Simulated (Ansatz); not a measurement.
# InSe (rock salt): the cost of one run

Method: DFT PBEsol, scalar-relativistic, plane waves, PAW, in Ansatz 0.2.0.

**1. Starting point**

It takes space group Fm-3m (No. 225, cubic). The conventional cell has a = 5.867 Å, b = 5.867 Å, c = 5.867 Å, α = 90.00°, β = 90.00°, γ = 90.00°. Around In (site symmetry m-3m) lie 6 Se at 2.93 Å. Se (site symmetry m-3m) has 6 In at 2.93 Å as nearest neighbours.

Structure file:

```
In Se
1.0
     0.00000    2.93353    2.93353
     2.93353    0.00000    2.93353
     2.93353    2.93353    0.00000
In Se
1 1
Cartesian
  0.0000 0.0000 0.0000
  2.9335 2.9335 2.9335
```

**2. Volume × 1.15**

File input.yaml:

```yaml
crystal:
  lattice:
    - [0.0, 2.9335307489, 2.9335307489]
    - [2.9335307489, 0.0, 2.9335307489]
    - [2.9335307489, 2.9335307489, 0.0]
  atoms:
    - { symbol: In, position: [0.0, 0.0, 0.0] }
    - { symbol: Se, position: [0.5, 0.5, 0.5] }
scf:
  occupations: { method: gaussian, width: 0.1 }
output:
  forces: true
  stress: true
  eigenvalues: true
  write_density: true
  write_potential: true
  elf: true
  volumetric_format: npy
hamiltonian:
  xc: pbesol
basis:
  ecutwfc: 450
kpoints:
  mp_grid: { grid: [20, 20, 20] }
```

Launch:

```console
> ansatz run input.yaml --threads 1 --pin off --max-ram 2867MiB --backend cpu --events-out ev --progress --plain --runs-dir out
```

**Question.** How long does this run take on 1 thread of Intel Xeon at 2.30GHz, shared host, and how much memory does it need?

About 14 s, with a peak of 0.53 GiB.
